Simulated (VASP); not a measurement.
# Sr (P6_3/mmc) in VASP: notebook

One crystal, Sr, is run at these levels: PBE; tasks: single point.

All numbers are computed with VASP 6.6.1; they aren't measurements. Logs are shortened: lines on timing, memory, paths and dates and some standing lists are left out, and cuts for length are marked.

## Step 1: The crystal as given

Symmetry: P6_3/mmc, No. 194, hexagonal system. The conventional cell has a = 4.310 Å, b = 4.310 Å, c = 7.050 Å, α = 90.00°, β = 90.00°, γ = 120.00°. Around Sr (site symmetry -6m2) lie 12 Sr at 4.31 Å.

This isn't the form of Sr at room conditions, which is fcc.

## Step 2: Single point, PBE

The input, INCAR:

```
SYSTEM = Sr
  ADDGRID = .False.
  ALGO = Normal
  EDIFF = 1E-6
  ENCUT = 400
  GGA = PE
  ISIF = 2
  ISMEAR = 0
  LASPH = .True.
  LCHARG = .False.
  LREAL = .False.
  LWAVE = .False.
  NBANDS = 17
  NELM = 100
  PREC = Accurate
  SIGMA = 0.02
```

The input, KPOINTS:

```
k-points
0
Gamma
  4 4 2
  0 0 0
```

The input, POSCAR:

```
Sr
1.0
    4.3100000000      0.0000000000      0.0000000000
   -2.1550000000      3.7325694903      0.0000000000
    0.0000000000      0.0000000000      7.0500000000
Sr
2
Direct
    0.6666666667      0.3333333333      0.7500000000
    0.3333333333      0.6666666667      0.2500000000
```

Potentials or basis: VASP PAW PBE potentials, release 64 (Sr_sv).

Started as:

```console
$ cat potpaw_PBE.64/Sr_sv/POTCAR > POTCAR
$ mpirun -np 1 vasp_std > vasp.out
```

OUTCAR:

```text
SYSTEM = Sr
   EDIFF = 1E-6
   ENCUT = 400
   GGA = PE
   ISIF = 2
   ISMEAR = 0
   LASPH = .True.
   LREAL = .False.
   NELM = 100
   PREC = Accurate

 Found      8 irreducible k-points:

 Following reciprocal coordinates:
            Coordinates               Weight
  0.000000  0.000000  0.000000      1.000000
  0.250000  0.000000  0.000000      6.000000
  0.500000  0.000000  0.000000      3.000000
  0.250000  0.250000  0.000000      6.000000
  0.000000  0.000000  0.500000      1.000000
  0.250000  0.000000  0.500000      6.000000
   k-points           NKPTS =      8   k-points in BZ     NKDIM =      8   number of bands    NBANDS=     17
   number of dos      NEDOS =    301   number of ions     NIONS =      2
   total plane-waves  NPLWV =  37632
   dimension x,y,z NGX =    28 NGY =   28 NGZ =   48
   dimension x,y,z NGXF=    56 NGYF=   56 NGZF=   96
   ions per type =               2
   NGX,Y,Z   is equivalent  to a cutoff of  10.80, 10.80, 11.32 a.u.
   NGXF,Y,Z  is equivalent  to a cutoff of  21.60, 21.60, 22.64 a.u.
 SYSTEM =  Sr
   PREC   = accura    normal or accurate (medium, high low for compatibility)
   ISTART =      0    job   : 0-new  1-cont  2-samecut
   ICHARG =      2    charge: 1-file 2-atom 10-const
   ISPIN  =      1    spin polarized calculation?
   LNONCOLLINEAR =      F non collinear calculations
   LSORBIT =      F    spin-orbit coupling
   LASPH  =      T    aspherical Exc in radial PAW
   ENCUT  =  400.0 eV  29.40 Ry    5.42 a.u.   7.03  7.03 11.50*2*pi/ulx,y,z
   NELM   =    100;   NELMIN=  2; NELMDL= -5     # of ELM steps
   EDIFF  = 0.1E-05   stopping-criterion for ELM
   LREAL  =      F    real-space projection
   EDIFFG = 0.1E-04   stopping-criterion for IOM
   NSW    =      0    number of steps for IOM
   IBRION =     -1    ionic relax: 0-MD 1-quasi-New 2-CG
   NFREE  =      0    steps in history (QN), initial steepest desc. (CG)
   ISIF   =      2    stress and relaxation
   ISYM   =      2    0-nonsym 1-usesym 2-fastsym
   POTIM  = 0.5000    time-step for ionic-motion
   TEBEG  =    0.0;   TEEND  =   0.0 temperature during run
   PSTRESS=    0.0 pullay stress
   NELECT =      20.0000    total number of electrons
   NUPDOWN=      -1.0000    fix difference up-down
   EMIN   =  10.00;   EMAX   =-10.00  energy-range for DOS
   EFERMI =   0.00;   METHOD = LEGACY
   ISMEAR =     0;   SIGMA  =   0.02  broadening in eV -4-tet -1-fermi 0-gaus
   EFERMI_NEDOS =   21; number of points for ismear=-14 and -15
   IALGO  =     38    algorithm
   IMIX   =      4    mixing-type and parameters
     AMIX     =   0.40;   BMIX     =  1.00
     AMIX_MAG =   1.60;   BMIX_MAG =  1.00
  volume/ion in A,a.u.               =      56.71       382.68
  Fermi-wavevector in a.u.,A,eV,Ry     =   0.918037  1.734838 11.466874  0.842791
  Thomas-Fermi vector in A             =   2.043073
   LORBIT       =      0    0 simple, 1 ext, 2 COOP (PROOUT), +10 PAW based schemes
   GGA     = PE    functional components
   LHFCALC =     F    Hartree Fock is set to
   AEXX    =    0.0000 exact exchange contribution
   IVDW    =     0    specifies the selected vdW correction
   LEPSILON=     F    determine dielectric tensor
   LRPA    =     F    only Hartree local field effects (RPA)
 non-spin polarized calculation
 Gauss-broadening in eV      SIGMA  =   0.02
  energy-cutoff  :      400.00
  volume of cell :      113.42
 maximum number of plane-waves:      2071
   NGX = 15   NGY = 15   NGZ = 23

 number of electron      20.0000001 magnetization

 Free energy of the ion-electron system (eV)
  ---------------------------------------------------
  ext. energy  EPLUGINS =         0.00000000
  ---------------------------------------------------
  free energy    TOTEN  =        -3.27263491 eV

  energy without entropy =       -3.27145449  energy(sigma->0) =       -3.27204470

 E-fermi :   1.5007     XC(G=0):  -7.2608

 val. band max:        1.5002884919   @ k =   0.0000   0.0000   0.0000
 cond. band min:       1.5774867098   @ k =   0.5000   0.0000   0.0000
 fundamental gap:      0.0771982179
 Fermi energy:         1.5007226730

 k-point     1 :       0.0000    0.0000    0.0000
  band No.  band energies     occupation
      1     -35.2021      2.00000
      2     -35.1903      2.00000
      3     -17.2538      2.00000
      4     -17.1224      2.00000
      5     -17.1224      2.00000
      6     -17.0984      2.00000
[... 9 lines left out ...]
     16       4.1381      0.00000
     17       4.6527      0.00000

 k-point     2 :       0.2500    0.0000    0.0000
  band No.  band energies     occupation
      1     -35.1966      2.00000
      2     -35.1878      2.00000
      3     -17.2223      2.00000
      4     -17.1895      2.00000
      5     -17.1662      2.00000
      6     -17.1429      2.00000
[... 9 lines left out ...]
     16       4.5119      0.00000
     17       4.5260      0.00000

 k-point     3 :       0.5000    0.0000    0.0000
  band No.  band energies     occupation
      1     -35.1901      2.00000
      2     -35.1862      2.00000
      3     -17.2573      2.00000
      4     -17.2306      2.00000
      5     -17.1769      2.00000
      6     -17.1623      2.00000
[... 9 lines left out ...]
     16       5.6832      0.00000
     17       6.2524      0.00000

 k-point     4 :       0.2500    0.2500    0.0000
  band No.  band energies     occupation
      1     -35.1902      2.00000
      2     -35.1862      2.00000
      3     -17.2282      2.00000
      4     -17.2171      2.00000
      5     -17.1774      2.00000
      6     -17.1766      2.00000
[... 9 lines left out ...]
     16       4.9479      0.00000
     17       5.1244      0.00000

 k-point     5 :       0.0000    0.0000    0.5000
  band No.  band energies     occupation
      1     -35.1962      2.00000
      2     -35.1962      2.00000
      3     -17.1679      2.00000
      4     -17.1679      2.00000
      5     -17.1104      2.00000
      6     -17.1104      2.00000
[... 9 lines left out ...]
     16       3.7426      0.00000
     17       5.5722      0.00000

 k-point     6 :       0.2500    0.0000    0.5000
  band No.  band energies     occupation
      1     -35.1922      2.00000
      2     -35.1922      2.00000
      3     -17.2035      2.00000
      4     -17.2035      2.00000
      5     -17.1325      2.00000
      6     -17.1325      2.00000
[... 9 lines left out ...]
     16       4.2216      0.00000
     17       5.4715      0.00000

 [... further k-points ...]

------------------------ aborting loop because EDIFF is reached ----------------------------------------

  FORCE on cell =-STRESS in cart. coord.  units (eV):
  Direction    XX          YY          ZZ          XY          YZ          ZX
  --------------------------------------------------------------------------------------
  -------------------------------------------------------------------------------------
  Total       -0.4942890     -0.4942890      0.6561865      0.0000000     -0.0000000      0.0000000
  in kB       -6.9826007     -6.9826007      9.2696559      0.0000000     -0.0000000      0.0000000
  external PRESSURE =      -1.5651818 kB  Pullay stress =       0.0000000 kB

 VOLUME and BASIS-vectors are now :
 -----------------------------------------------------------------------------
  energy-cutoff  :      400.00
  volume of cell :      113.42
      direct lattice vectors                 reciprocal lattice vectors
     4.310000000  0.000000000  0.000000000     0.232018561  0.133955979  0.000000000
    -2.155000000  3.732569490  0.000000000     0.000000000  0.267911958  0.000000000
     0.000000000  0.000000000  7.050000000     0.000000000  0.000000000  0.141843972

 POSITION                                       TOTAL-FORCE (eV/Angst)
 -----------------------------------------------------------------------------------
      2.15500      1.24419      5.28750         0.000000     -0.000000      0.000000
     -0.00000      2.48838      1.76250        -0.000000      0.000000      0.000000
 -----------------------------------------------------------------------------------
    total drift:                                0.000000     -0.000000      0.000000

  FREE ENERGIE OF THE ION-ELECTRON SYSTEM (eV)
  ---------------------------------------------------
  free  energy   TOTEN  =        -3.2726349053 eV

  energy  without entropy=       -3.2714544904  energy(sigma->0) =       -3.27204470
```

It took 4.9 s on 1 thread of Intel Xeon 6975P-C (Granite Rapids), shared host; peak memory 0.18 GiB.

The run converged, but some of its settings lie outside the range that counts as converged, so its numbers aren't taken as properties of the crystal.

Results:

* Free energy: -3.2726 eV
* Pressure: -0.2 GPa
* Band gap on the k mesh: none (metal or under the smearing width)

Caveat: the k mesh is coarse (spacing up to 0.45 Å⁻¹), so the values aren't converged.

## Step 3: Single point, PBE

INCAR is that of step 2.

KPOINTS is that of step 2.

The input, POSCAR:

```
Sr
1.0
    4.3100000000      0.0000000000      0.0000000000
   -2.1550000000      3.7325694903      0.0000000000
    0.0000000000      0.0000000000      7.0500000000
Sr
2
Direct
    0.6432960000      0.3178180000      0.7464440000
    0.3199860000      0.6535770000      0.2508690000
```

Potentials or basis: VASP PAW PBE potentials, release 64 (Sr_sv).

Started as:

```console
$ cat potpaw_PBE.64/Sr_sv/POTCAR > POTCAR
$ mpirun -np 1 vasp_std > vasp.out
```

Run time: 10 s. Hardware: 1 thread of Intel Xeon 6975P-C (Granite Rapids), shared host; peak memory 0.18 GiB.

These settings aren't checked as converged: the numbers below hold their error.

What came out:

| Item | Value |
| --- | --- |
| Free energy | -3.2716 eV |
| Pressure | -0.2 GPa |
| Largest force | 0.048 eV/Å |
| Band gap on the k mesh | none (metal or under the smearing width) |

Caveat: the k mesh is coarse (spacing up to 0.45 Å⁻¹), so the values aren't converged.

## Step 4: Single point, PBE

Changes to INCAR since step 3:

```diff
@@ -14,3 +14,3 @@
   NELM = 100
-  PREC = Accurate
-  SIGMA = 0.02
+  PREC = Low
+  SIGMA = 0.15
```

KPOINTS is that of step 3.

The input, POSCAR:

```
Sr
1.0
    4.3100000000      0.0000000000      0.0000000000
   -2.1550000000      3.7325694903      0.0000000000
    0.0000000000      0.0000000000      7.0500000000
Sr
2
Direct
    0.6666666667      0.3333333333      0.7500000000
    0.3333333333      0.6666666667      0.2500000000
```

Started as:

```console
$ cat potpaw_PBE.64/Sr_sv/POTCAR > POTCAR
$ mpirun -np 1 vasp_std > vasp.out
```

Wall time 3 s (1 thread of Intel Xeon 6975P-C (Granite Rapids), shared host); peak memory 0.12 GiB.

These settings aren't checked as converged: the numbers below hold their error.

What came out:

```yaml
Free_energy: -3.2918 eV
Pressure: -0.3 GPa
Band_gap_on_the_k_mesh: none (metal or under the smearing width)
```

Caveat: the k mesh is coarse (spacing up to 0.45 Å⁻¹), so the values aren't converged.

## Step 5: Single point, PBE

INCAR is that of step 4.

KPOINTS is that of step 4.

The input, POSCAR:

```
Sr
1.0
    4.3100000000      0.0000000000      0.0000000000
   -2.1550000000      3.7325694903      0.0000000000
    0.0000000000      0.0000000000      7.0500000000
Sr
2
Direct
    0.6432960000      0.3178180000      0.7464440000
    0.3199860000      0.6535770000      0.2508690000
```

Started as:

```console
$ cat potpaw_PBE.64/Sr_sv/POTCAR > POTCAR
$ mpirun -np 1 vasp_std > vasp.out
```

It took 5.4 s on 1 thread of Intel Xeon 6975P-C (Granite Rapids), shared host; peak memory 0.13 GiB.

These settings aren't checked as converged: the numbers below hold their error.

What came out:

```
Free energy            : -3.2910 eV
Pressure               : -0.3 GPa
Largest force          : 0.046 eV/Å
Band gap on the k mesh : none (metal or under the smearing width)
```

Caveat: the k mesh is coarse (spacing up to 0.45 Å⁻¹), so the values aren't converged.
